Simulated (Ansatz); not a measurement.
# TiO2 — quadrupolar parameters

The cell is a computed structure from the Materials Project (it need not be an observed phase), taken as it stands.

```yaml
crystal:
  lattice:
    - [6.15358, -1.88347, 0.00000]
    - [6.15358, 1.88347, 0.00000]
    - [-1.92833, 0.00000, 6.32897]
  atoms:
    - { symbol: Ti, position: [0.80471, 0.80471, 0.71624] }
    - { symbol: Ti, position: [0.09993, 0.09993, 0.71040] }
    - { symbol: Ti, position: [0.19529, 0.19529, 0.28376] }
    - { symbol: Ti, position: [0.90007, 0.90007, 0.28960] }
    - { symbol: O, position: [0.05835, 0.05835, 0.36998] }
    - { symbol: O, position: [0.63807, 0.63807, 0.70660] }
    - { symbol: O, position: [0.13281, 0.13281, 0.00471] }
    - { symbol: O, position: [0.94165, 0.94165, 0.63002] }
    - { symbol: O, position: [0.73651, 0.73651, 0.34750] }
    - { symbol: O, position: [0.86719, 0.86719, 0.99529] }
    - { symbol: O, position: [0.26349, 0.26349, 0.65250] }
    - { symbol: O, position: [0.36193, 0.36193, 0.29340] }
```

Atom numbers follow the list; atoms alike are taken as one site, whose name carries the number of the first.

All values are calculated (Ansatz; DFT, r2SCAN, plane waves and PAW (field gradients read without the response of the frozen cores, which leaves them typically 4 to 6 % off), scalar-relativistic, 500 eV cutoff, Γ-centred 7×7×4 k-points, Fermi–Dirac smearing 0.02 eV), not measured.

V_zz is the principal component of the electric field gradient with the largest magnitude, η = (V_xx − V_yy)/V_zz and C_Q = eQV_zz/h.

⁴⁹Ti: I = 7/2, Q = 247.0 mb; O-17: I = 5/2, Q = -25.58 mb. Quadrupole moments are those of Pyykkö's year-2017 table.

```tsv
site	atoms (order as listed)	first shell	V_zz (10²¹ V/m²)	η	C_Q (MHz)
Ti1	1, 3	5 O at 1.78–2.03 Å; also 1 O at 2.34 Å	-0.51	0.87	-3.03
Ti2	2, 4	6 O at 1.86–2.16 Å	-1.83	0.84	-11.0
O5	5, 8	3 Ti at 1.86–2.16 Å	1.94	0.10	-1.20
O6	6, 12	3 Ti at 1.94–2.03 Å	3.00	0.98	-1.86
O7	7, 10	2 Ti at 1.78–1.87 Å, angle 168°	1.53	0.59	-0.949
O9	9, 11	4 Ti at 1.96–2.34 Å	2.01	0.92	-1.25
```

At O7 V_zz points along the line of its two bonds (within 4°).

At this cell the r2SCAN pressure is -6 GPa, so with r2SCAN the cell would shrink if it were relaxed. The entry's cell may itself be off. The largest force is 0.3 eV/Å, so the atoms aren't at the calculated equilibrium and relaxing them would move these values. Where η is near 1 the sign of V_zz means little.

Hardware: 1 thread of Intel Xeon Platinum 8259CL CPU @ 2.50GHz (Skylake/Cascade Lake) (x86_64; 16 cores open to the job, memory cap 3.0 GiB, no GPU), a shared host with a load of 0.3 a core. Wall time 72 s, CPU time 72 s, peak memory 1.2 GiB.
